BLYP looks wrong. In the table below, six density functionals describe the same piece of copper, and five of them put between 1.635 and 1.648 electrons into the space between the atomic spheres. BLYP puts only 1.606 there, and it also gives the lowest density of states at the Fermi energy. Whether that matters depends on how large these two quantities ought to be in the first place, and both can be estimated with a pencil.

Fcc copper (one-atom cell, cubic edge 3.615 Å), computed with exciting sodium in all-electron LAPW+lo DFT, without spin polarisation or spin-orbit coupling. The k mesh is 13 × 13 × 13, with Fermi-Dirac smearing of 0.05 eV. The density of states counts both spins; the interstitial charge is that outside the muffin-tin spheres of radius 2 bohr.

```
functional  dos at fermi (states/eV/cell)  charge interstitial (e)
       LDA                          0.311                    1.635
       PBE                          0.320                    1.642
    PBEsol                          0.320                    1.648
    revPBE                          0.323                    1.643
      RPBE                          0.324                    1.643
      BLYP                          0.303                    1.606
```

These density-functional calculations were made with the sodium release of exciting, an all-electron LAPW program. The column "dos at fermi" tells how many electron states, of both spins, one atom's cell offers per eV of energy at the level up to which states are filled. This number governs how strongly the electrons of a metal take up heat. The column "charge interstitial" is the number of electrons found outside a sphere of radius 2 bohr drawn around each nucleus.

Copper has a filled 3d shell and one outer electron, the 4s electron. In the metal this outer electron roams through the whole crystal, and the simplest picture lets it move freely, as if the nuclei and the other electrons were an even background. A free electron has only kinetic energy, and the exclusion principle forces the electrons to fill states of rising kinetic energy up to a limit E. That limit depends on nothing but the volume V per electron:

E = (ħ²/2m) · (3π²/V)^(2/3)

Here ħ is the reduced Planck constant and m the electron mass. For V = 11.81 Å³ the second factor is 1.845 Å⁻², and ħ²/2m is 3.81 eV Å², so

E = 3.81 × 1.845 = 7.03 eV

The number of states below an energy grows as that energy to the power 3/2. Its slope at the limit, for one electron per atom, is therefore 3/(2E):

g(free) = 1.5 / 7.03 = 0.213 states per eV

The computed values are larger than this in every row, by a factor between 1.42 and 1.52. Standard band theory offers a reason. The 3d states of copper lie in a narrow band not far below the Fermi energy, and the band of the roaming electron crosses it. Where two bands of the same symmetry would cross, they mix and push each other apart. Above the crossing the roaming band is pushed upwards, strongly close to the d band and weakly farther away, so it climbs more slowly than a free electron's would. A band that climbs slowly packs more states into each eV.

The size of this effect is not easy to derive by hand, so the rule takes it as a single round factor of 3/2, which also absorbs whatever else the lattice does to the roaming band:

g ≈ 1.5 × 0.213 = 0.32 states per eV

For LDA, which has 0.311, the rule is 3 per cent too high. For BLYP, which has 0.303, it is nearly 6 per cent too high, the largest miss in the table. The other four rows lie within about 1 per cent. The factor was chosen by eye with all six rows in view, the two worked ones included, so these figures describe how well one number can stand for the whole column; they do not test a prediction.

The charge between the spheres yields to the same picture. A freely roaming electron is spread evenly, so the part of it outside the sphere equals the part of the volume outside the sphere. The sphere takes up 4.97 Å³ of the cell:

share outside = 1 − 4.97/11.81 = 0.58

One even electron would thus leave 0.58 electrons between the spheres, yet the table has about 1.6. This is more than the outer electron could supply even if it stayed out of the spheres altogether. With one outer electron per atom, at least 0.6 electrons must come from other shells. The deep core is no source, for the same runs find less than 0.002 electrons of it outside the sphere. The natural source is the 3d shell, the outermost filled one: each of its ten electrons is held tightly, but its cloud has a tail that passes the boundary at 2 bohr.

If a tenth of each d electron lies outside, the estimate becomes

Q ≈ 0.58 + 10 × 0.1 = 1.58 electrons

For LDA this is 3 per cent too low and for BLYP 2 per cent; no row is missed by more than about 4 per cent. The tenth, too, is a round number chosen after seeing the table. A rough approximate orbital for the free copper atom puts some hundredths of each d electron beyond 2 bohr. That is the right order of magnitude, but it would leave the total about a quarter short. The tenth should therefore be read as a working number that also absorbs whatever else the picture leaves out, such as an outer electron that is not spread quite evenly, or the mixing of the two bands, which blurs the division into ten d electrons and one outer electron.

Both estimates separate what a functional can change from what it cannot. The number of electrons and the volume are the same in every row, and they fix the free-electron part completely. In this picture a functional can act only on what remains, such as how far the d band lies below the Fermi energy, how far the d clouds reach and how unevenly the outer electron is spread. The whole spread between the rows is about 7 per cent in the density of states and under 3 per cent in the charge. For the charge, the fixed part is only 0.58 of about 1.6 electrons, so it cannot explain the small spread by itself; the larger remainder must also come out nearly the same with every functional. The rule gives one value for all six functionals and cannot rank them.

It is tempting to improve on this by putting each functional's own Fermi energy into 3/(2E). BLYP has the highest one, 8.79 eV, which would seem to explain its low density of states. The other rows spoil the idea. From LDA to RPBE the printed Fermi energy rises as well, so the formula demands a fall of 6 per cent, while the computed density of states goes up by 4 per cent. The E of the formula is a kinetic energy counted from the bottom of the band, whereas the printed Fermi energy is counted from a reference level of the potential.

There is a further reason not to rank the functionals by their density of states. The calculation samples the electron waves on a mesh, and mainly the levels in a window about 0.2 eV wide, centred on the Fermi energy, contribute. In the whole mesh that is some 60 levels, and copper's 48 symmetry operations make most of them copies of one another, so only a handful of independent levels decides the value. An error of ten per cent or more would be no surprise, and no finer mesh is available to settle it. The low BLYP value may thus be an accident of sampling, and the factor 3/2 carries the same uncertainty.

The charge stands on firmer ground, because it sums over all occupied states and not just over those in a thin slice of energy. BLYP's deficit of about 0.03 electrons against the next lowest row is more than twice the spread among the other five, and it deserves to be taken as a real difference between the functionals. Its cause is open. The correlation part of BLYP does not reproduce the even electron gas, which is a known weakness for metals. The table gives a hint in the same direction: PBE, revPBE and RPBE share one correlation part and differ only in exchange, and their charges agree to about 0.001 electrons. But BLYP has yet another exchange part, and no run here changes the correlation part alone, so the link remains a guess.

For a neighbouring case, the free-electron part can be carried over and the two round numbers must be questioned. If the edge of the cell grows by 1 per cent, E falls by 2 per cent and the free-electron density of states rises by 2 per cent. This matters when each functional is allowed to choose its own cell, since LDA is known to make metals such as copper too small and RPBE to make them too large; the table holds the cell fixed and leaves this effect out. A smaller sphere leaves more charge outside, and the tenth then has to be set anew, so the interstitial charge is never a count of roaming electrons. And where the d band itself reaches the Fermi energy, as in nickel, the free-electron value is no longer a useful start, because the d states then supply most of the density of states.
